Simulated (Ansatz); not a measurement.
A family in space group Fm-3m

Level of theory: Ansatz 0.2.0, DFT, PBEsol, all-electron LAPW, scalar-relativistic.

All cells have space group Fm-3m and are held fixed (conventional cell and sites). Prototypes and MP cells are computed structures that needn't be known or stable phases of these compounds. Gaps are the smallest over the k mesh and a high-symmetry path; Bader charges come from PAW runs of the same cells. Open d or f shells run without spin or U come out metallic where the real compound may not be. Semilocal functionals give too small gaps and can close them; gaps under 0.4 eV may also close off the mesh.

Spin–orbit coupling is left out, though it moves levels of the heavy atoms by tenths of an eV or more.

Semilocal functionals without a Hubbard term describe localised f shells poorly; where the shell is localised, the real material differs.

Hf: a = 4.44 Å, b = 4.44 Å, c = 4.44 Å; Hf 4a (0.000 0.000 0.000); 16×16×16 mesh, smearing 0.03 eV, COD 1534929, reported
Yb: a = 5.45 Å, b = 5.45 Å, c = 5.45 Å; Yb 4a (0.000 0.000 0.000); 12×12×12 mesh, smearing 0.03 eV, MP-relaxed cell mp-162
Ta: a = 4.22 Å, b = 4.22 Å, c = 4.22 Å; Ta 4a (0.000 0.000 0.000); 15×15×15 mesh, smearing 0.08 eV, COD 1534932, reported
Al: a = 4.05 Å, b = 4.05 Å, c = 4.05 Å; Al 4a (0.000 0.000 0.000); 14×14×14 mesh, smearing 0.05 eV, COD 4313206, reported
Cu: a = 3.62 Å, b = 3.62 Å, c = 3.62 Å; Cu 4a (0.000 0.000 0.000); 19×19×19 mesh, smearing 0.08 eV, COD 5000216, reported
Sb: a = 4.61 Å, b = 4.61 Å, c = 4.61 Å; Sb 4a (0.000 0.000 0.000); 12×12×12 mesh, smearing 0.05 eV, COD 9013009, reported

```json
{"compound": "Hf", "P (GPa)": "-1.6", "gap (eV)": "none"}
{"compound": "Yb", "P (GPa)": "-3.2", "gap (eV)": "none"}
{"compound": "Ta", "P (GPa)": "-5.8", "gap (eV)": "none"}
{"compound": "Al", "P (GPa)": "-2.1", "gap (eV)": "none"}
{"compound": "Sb", "P (GPa)": "5.2", "gap (eV)": "none"}
```

Task: Predict the row of Cu (no spin polarisation).

Result: P (GPa): -6.5, gap (eV): none.
